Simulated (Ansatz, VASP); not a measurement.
**One calculation of MnS, two programs**

```
CELL_PARAMETERS angstrom
0.00000 2.80000 2.80000
2.80000 0.00000 2.80000
2.80000 2.80000 0.00000
ATOMIC_POSITIONS crystal
Mn 0.00000 0.00000 0.00000
S 0.75000 0.75000 0.75000
```

Alike in both runs: task single point; functional PBE; k mesh 6 × 6 × 6; occupations gaussian, width 0.05 eV; collinear spin; Hubbard terms Mn d U = 3.0 eV.

```csv
,VASP,Ansatz
version,VASP 6.6.1,Ansatz 0.2.0
potentials or method,"VASP PAW PBE potentials, release 64 (Mn_pv, S)","scalar-relativistic, plane waves, PAW"
plane-wave cutoff (eV),520,420
valence electrons in the cell,19,21
```

VASP gave:

- gap on the k mesh at the Fermi level (eV): 0.85
- least direct gap on the mesh (eV): 1.21
- pressure (GPa): 4.5
- net moment per atom (μB): 2.50
- size of the moment on the site where the two differ most (μB): 4.53

Task: Estimate Ansatz's values.

Result: gap on the k mesh at the Fermi level (eV): 1.03; least direct gap on the mesh (eV): 1.17; pressure (GPa): 4.5; net moment per atom (μB): 2.50; size of the moment on the site where the two differ most (μB): 4.32.

Site moments also hang on the region over which each program counts them. The programs project onto different local orbitals, so the same U acts differently. The two sets of potentials don't hold the same shells in valence.

Caveats: a cell with one magnetic atom can't hold antiferromagnetic order, which such compounds often take. The state reached can hang on the start; a lower one may exist. A k mesh can miss the band edges.
